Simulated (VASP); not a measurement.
# LiCl (F-43m) in VASP: further runs

Runs on LiCl. Level: PBE. Tasks: single point, relaxation of cell and atoms.

Everything below comes from runs of VASP 6.6.1. Logs are shortened: lines on timing, memory, paths and dates and some standing lists are left out, and cuts for length are marked.

**1. Starting point**

Symmetry: F-43m, No. 216, cubic system. Conventional cell: a = 5.516 Å, b = 5.516 Å, c = 5.516 Å, α = 90.00°, β = 90.00°, γ = 90.00°. Li (site symmetry -43m) is surrounded by 4 Cl at 2.39 Å. Cl (site symmetry -43m) has 4 Li at 2.39 Å as nearest neighbours.

The cell was built by a generator and needn't be a form met in nature.

**2. Single point, PBE**

Input file INCAR:

```
PREC = Accurate
ENCUT = 520
EDIFF = 1E-6
ISMEAR = 0
SIGMA = 0.02
LREAL = F
LASPH = T
NELM = 80
ALGO = Normal
ISIF = 2
LWAVE = F
LCHARG = T
GGA = PE
LELF = T
LVHAR = T
NBANDS = 12
```

Input file KPOINTS:

```
regular mesh
0
Gamma
  8 8 8
```

Input file POSCAR:

```
LiCl
1.0
    0.0000000000      2.7578175395      2.7578175395
    2.7578175395      0.0000000000      2.7578175395
    2.7578175395      2.7578175395      0.0000000000
Li Cl
1 1
Direct
    0.7500000000      0.7500000000      0.7500000000
    0.5000000000      0.5000000000      0.5000000000
```

Potentials or basis: VASP PAW PBE potentials, release 64 (Li_sv, Cl).

On the command line:

```sh
$ cat potpaw_PBE.64/Li_sv/POTCAR potpaw_PBE.64/Cl/POTCAR > POTCAR
$ mpirun -np 1 vasp_std > vasp.out
```

OUTCAR:

```text
PREC = Accurate
   ENCUT = 520
   EDIFF = 1E-6
   ISMEAR = 0
   LREAL = F
   LASPH = T
   NELM = 80
   ISIF = 2
   GGA = PE

 ion  position               nearest neighbor table
   1  0.750  0.750  0.750-   2 2.39   2 2.39   2 2.39   2 2.39
   2  0.500  0.500  0.500-   1 2.39   1 2.39   1 2.39   1 2.39

  LATTYP: Found a face centered cubic cell.
 ALAT       =     5.5156350790

  Lattice vectors:

 A1 = (   0.0000000000,   2.7578175395,   2.7578175395)
 A2 = (   2.7578175395,   0.0000000000,   2.7578175395)
 A3 = (   2.7578175395,   2.7578175395,   0.0000000000)

Analysis of symmetry for initial positions (statically):
=====================================================================
 Subroutine PRICEL returns:
 Original cell was already a primitive cell.

 Routine SETGRP: Setting up the symmetry group for a
 face centered cubic supercell.

 Subroutine GETGRP returns: Found 24 space group operations
 (whereof 24 operations were pure point group operations)
 out of a pool of 48 trial point group operations.

The static configuration has the point symmetry T_d .

Analysis of symmetry for dynamics (positions and initial velocities):
=====================================================================
 Subroutine PRICEL returns:
 Original cell was already a primitive cell.

 Routine SETGRP: Setting up the symmetry group for a
 face centered cubic supercell.

 Subroutine GETGRP returns: Found 24 space group operations
 (whereof 24 operations were pure point group operations)
 out of a pool of 48 trial point group operations.

The dynamic configuration has the point symmetry T_d .

 Subroutine INISYM returns: Found 24 space group operations
 (whereof 24 operations are pure point group operations),
 and found     1 'primitive' translations

----------------------------------------------------------------------------------------

                                     Primitive cell

  volume of cell :      41.9495

  direct lattice vectors                    reciprocal lattice vectors
     0.000000000  2.757817539  2.757817539    -0.181302785  0.181302785  0.181302785
     2.757817539  0.000000000  2.757817539     0.181302785 -0.181302785  0.181302785
     2.757817539  2.757817539  0.000000000     0.181302785  0.181302785 -0.181302785

  length of vectors
     3.900142967  3.900142967  3.900142967     0.314025635  0.314025635  0.314025635

  position of ions in fractional coordinates (direct lattice)
     0.750000000  0.750000000  0.750000000
     0.500000000  0.500000000  0.500000000

  ion indices of the primitive-cell ions
   primitive index   ion index
                 1           1
                 2           2

----------------------------------------------------------------------------------------

 KPOINTS: regular mesh

Automatic generation of k-mesh.
 Grid dimensions read from file:
 generate k-points for:    8    8    8

 Generating k-lattice:

  Cartesian coordinates                     Fractional coordinates (reciprocal lattice)
    -0.022662848  0.022662848  0.022662848     0.125000000  0.000000000  0.000000000
     0.022662848 -0.022662848  0.022662848     0.000000000  0.125000000  0.000000000
     0.022662848  0.022662848 -0.022662848     0.000000000  0.000000000  0.125000000

  Length of vectors
     0.039253204  0.039253204  0.039253204

  Shift w.r.t. Gamma in fractional coordinates (k-lattice)
     0.000000000  0.000000000  0.000000000

 Subroutine IBZKPT returns following result:
 ===========================================

 Found     29 irreducible k-points:

 Following reciprocal coordinates:
            Coordinates               Weight
  0.000000  0.000000  0.000000      1.000000
  0.125000  0.000000  0.000000      8.000000
  0.250000  0.000000  0.000000      8.000000
  0.375000  0.000000  0.000000      8.000000
  0.500000  0.000000  0.000000      4.000000
  0.125000  0.125000  0.000000      6.000000
[... 16 lines left out ...]
  0.500000  0.250000  0.125000     48.000000
 -0.375000  0.250000  0.125000     24.000000
 [... further k-points ...]
   k-points           NKPTS =     29   k-points in BZ     NKDIM =     29   number of bands    NBANDS=     12
   number of dos      NEDOS =    301   number of ions     NIONS =      2
   total plane-waves  NPLWV =  27000
   dimension x,y,z NGX =    30 NGY =   30 NGZ =   30
   dimension x,y,z NGXF=    60 NGYF=   60 NGZF=   60
   ions per type =               1   1
   NGX,Y,Z   is equivalent  to a cutoff of  12.79, 12.79, 12.79 a.u.
   NGXF,Y,Z  is equivalent  to a cutoff of  25.58, 25.58, 25.58 a.u.
 SYSTEM =  unknown system
   PREC   = accura    normal or accurate (medium, high low for compatibility)
   ISTART =      0    job   : 0-new  1-cont  2-samecut
   ICHARG =      2    charge: 1-file 2-atom 10-const
   ISPIN  =      1    spin polarized calculation?
   LNONCOLLINEAR =      F non collinear calculations
   LSORBIT =      F    spin-orbit coupling
   LASPH  =      T    aspherical Exc in radial PAW
   ENCUT  =  520.0 eV  38.22 Ry    6.18 a.u.   7.25  7.25  7.25*2*pi/ulx,y,z
   NELM   =     80;   NELMIN=  2; NELMDL= -5     # of ELM steps
   EDIFF  = 0.1E-05   stopping-criterion for ELM
   LREAL  =      F    real-space projection
   EDIFFG = 0.1E-04   stopping-criterion for IOM
   NSW    =      0    number of steps for IOM
   IBRION =     -1    ionic relax: 0-MD 1-quasi-New 2-CG
   NFREE  =      0    steps in history (QN), initial steepest desc. (CG)
   ISIF   =      2    stress and relaxation
   ISYM   =      2    0-nonsym 1-usesym 2-fastsym
   POTIM  = 0.5000    time-step for ionic-motion
   TEBEG  =    0.0;   TEEND  =   0.0 temperature during run
   PSTRESS=    0.0 pullay stress
   NELECT =      10.0000    total number of electrons
   NUPDOWN=      -1.0000    fix difference up-down
   EMIN   =  10.00;   EMAX   =-10.00  energy-range for DOS
   EFERMI =   0.00;   METHOD = LEGACY
   ISMEAR =     0;   SIGMA  =   0.02  broadening in eV -4-tet -1-fermi 0-gaus
   EFERMI_NEDOS =   21; number of points for ismear=-14 and -15
   IALGO  =     38    algorithm
   IMIX   =      4    mixing-type and parameters
     AMIX     =   0.40;   BMIX     =  1.00
     AMIX_MAG =   1.60;   BMIX_MAG =  1.00
  volume/ion in A,a.u.               =      20.97       141.54
  Fermi-wavevector in a.u.,A,eV,Ry     =   1.015078  1.918219 14.019209  1.030383
  Thomas-Fermi vector in A             =   2.148343
   LORBIT       =      0    0 simple, 1 ext, 2 COOP (PROOUT), +10 PAW based schemes
   GGA     = PE    functional components
   LHFCALC =     F    Hartree Fock is set to
   AEXX    =    0.0000 exact exchange contribution
   IVDW    =     0    specifies the selected vdW correction
   LEPSILON=     F    determine dielectric tensor
   LRPA    =     F    only Hartree local field effects (RPA)
 non-spin polarized calculation
 Gauss-broadening in eV      SIGMA  =   0.02
  energy-cutoff  :      520.00
  volume of cell :       41.95
 maximum number of plane-waves:      1158
 NGX is ok and might be reduce to    30
   NGX = 15   NGY = 15   NGZ = 15

 number of electron      10.0000008 magnetization

 Free energy of the ion-electron system (eV)
  ---------------------------------------------------
  ext. energy  EPLUGINS =         0.00000000
  ---------------------------------------------------
  free energy    TOTEN  =        -7.42762343 eV

  energy without entropy =       -7.42762343  energy(sigma->0) =       -7.42762343

 E-fermi :  -1.1876     XC(G=0):  -7.6205

 val. band max:       -1.2941794448   @ k =   0.0000   0.0000   0.0000
 cond. band min:       4.6675158840   @ k =   0.0000   0.0000   0.0000
 fundamental gap:      5.9616953289
 Fermi energy:        -1.1876150290

 k-point     1 :       0.0000    0.0000    0.0000
  band No.  band energies     occupation
      1     -44.1987      2.00000
      2     -13.9695      2.00000
      3      -1.2942      2.00000
      4      -1.2942      2.00000
      5      -1.2942      2.00000
      6       4.6675      0.00000
      7       8.8490      0.00000
      8       8.8491      0.00000
      9       8.8491      0.00000
     10      13.1632      0.00000
     11      13.1632      0.00000
     12      16.2571      0.00000

 k-point     2 :       0.1250    0.0000    0.0000
  band No.  band energies     occupation
      1     -44.1985      2.00000
      2     -13.9313      2.00000
      3      -1.6500      2.00000
      4      -1.3380      2.00000
      5      -1.3380      2.00000
      6       5.0694      0.00000
      7       8.9371      0.00000
      8       9.0166      0.00000
      9       9.0166      0.00000
     10      12.6618      0.00000
     11      12.6618      0.00000
     12      15.2750      0.00000

 k-point     3 :       0.2500    0.0000    0.0000
  band No.  band energies     occupation
      1     -44.1980      2.00000
      2     -13.8359      2.00000
      3      -2.3823      2.00000
      4      -1.4394      2.00000
      5      -1.4394      2.00000
      6       5.9307      0.00000
      7       9.1028      0.00000
      8       9.2256      0.00000
      9       9.2256      0.00000
     10      12.4792      0.00000
     11      12.4793      0.00000
     12      14.7248      0.00000
[... 286 lines left out ...]
 k-point    23 :       0.5000    0.2500    0.1250
  band No.  band energies     occupation
      1     -44.1973      2.00000
      2     -13.6835      2.00000
      3      -2.8544      2.00000
      4      -2.0281      2.00000
      5      -1.7070      2.00000
      6       7.0541      0.00000
      7       8.2796      0.00000
      8       9.7153      0.00000
      9      10.1731      0.00000
     10      12.0973      0.00000
     11      14.6222      0.00000
     12      15.3902      0.00000

 k-point    24 :      -0.3750    0.2500    0.1250
  band No.  band energies     occupation
      1     -44.1971      2.00000
      2     -13.6490      2.00000
      3      -3.0070      2.00000
      4      -2.0662      2.00000
      5      -1.7831      2.00000
      6       7.5005      0.00000
      7       7.8921      0.00000
      8      10.1000      0.00000
      9      10.2340      0.00000
     10      12.3719      0.00000
     11      14.4073      0.00000
     12      15.2429      0.00000

 [... further k-points ...]

------------------------ aborting loop because EDIFF is reached ----------------------------------------

  FORCE on cell =-STRESS in cart. coord.  units (eV):
  Direction    XX          YY          ZZ          XY          YZ          ZX
  --------------------------------------------------------------------------------------
  -------------------------------------------------------------------------------------
  Total       -0.0209745     -0.0209745     -0.0209745      0.0000000      0.0000000      0.0000000
  in kB       -0.8010776     -0.8010776     -0.8010776      0.0000000      0.0000000      0.0000000
  external PRESSURE =      -0.8010776 kB  Pullay stress =       0.0000000 kB

 VOLUME and BASIS-vectors are now :
 -----------------------------------------------------------------------------
  energy-cutoff  :      520.00
  volume of cell :       41.95
      direct lattice vectors                 reciprocal lattice vectors
     0.000000000  2.757817539  2.757817539    -0.181302785  0.181302785  0.181302785
     2.757817539  0.000000000  2.757817539     0.181302785 -0.181302785  0.181302785
     2.757817539  2.757817539  0.000000000     0.181302785  0.181302785 -0.181302785

 POSITION                                       TOTAL-FORCE (eV/Angst)
 -----------------------------------------------------------------------------------
      4.13673      4.13673      4.13673         0.000000      0.000000      0.000000
      2.75782      2.75782      2.75782        -0.000000     -0.000000     -0.000000
 -----------------------------------------------------------------------------------
    total drift:                                0.000000      0.000000      0.000000

  FREE ENERGIE OF THE ION-ELECTRON SYSTEM (eV)
  ---------------------------------------------------
  free  energy   TOTEN  =        -7.4276234324 eV

  energy  without entropy=       -7.4276234324  energy(sigma->0) =       -7.42762343
```

Wall time 8.1 s (1 thread of Intel Xeon 6975P-C (Granite Rapids), shared host); peak memory 0.15 GiB.

What came out:

| Item | Value |
| --- | --- |
| Free energy | -7.4276 eV |
| Band gap on the k mesh | 5.96 eV, direct |

Caveat: the cutoff is under 1.25 times the usual one of these potentials, so pressure, stress and relaxed cells hold a basis-set (Pulay) error.

**3. Single point, PBE**

Input file INCAR:

```
SYSTEM = LiCl
ALGO = Fast
EDIFF = 1E-6
ENCUT = 520
GGA = PE
ISIF = 2
ISMEAR = 0
LASPH = .True.
LCHARG = .False.
LREAL = .False.
LWAVE = .False.
NBANDS = 12
NELM = 80
PREC = Accurate
SIGMA = 0.02
```

Input file KPOINTS:

```
k-points
0
Gamma
  8 8 8
  0 0 0
```

POSCAR is that of step 2.

Potentials or basis: VASP PAW PBE potentials, release 64 (Li_sv, Cl).

On the command line:

```sh
$ cat potpaw_PBE.64/Li_sv/POTCAR potpaw_PBE.64/Cl/POTCAR > POTCAR
$ mpirun -np 1 vasp_std > vasp.out
```

It took 12 s on 1 thread of Intel Xeon 6975P-C (Granite Rapids), shared host; peak memory 0.15 GiB.

It converged, with:

```
Free energy            : -7.4276 eV
Band gap on the k mesh : 5.96 eV, direct
```

Levels at points of the mesh, in eV from the valence-band top:
| k point | band 3 | band 4 | band 5 | band 6 | band 7 | band 8 |
| --- | --- | --- | --- | --- | --- | --- |
| (0.00, 0.00, 0.00) | 0.00 | 0.00 | 0.00 | 5.96 | 10.14 | 10.14 |
| (0.50, 0.00, 0.00) | -1.95 | -0.28 | -0.28 | 8.30 | 10.31 | 10.31 |
| (0.50, 0.50, 0.00) | -1.58 | -0.80 | -0.80 | 6.65 | 9.63 | 13.25 |

Caveat: the cutoff is under 1.25 times the usual one of these potentials, so pressure, stress and relaxed cells hold a basis-set (Pulay) error.

(Part 1 of 2 ends here.)
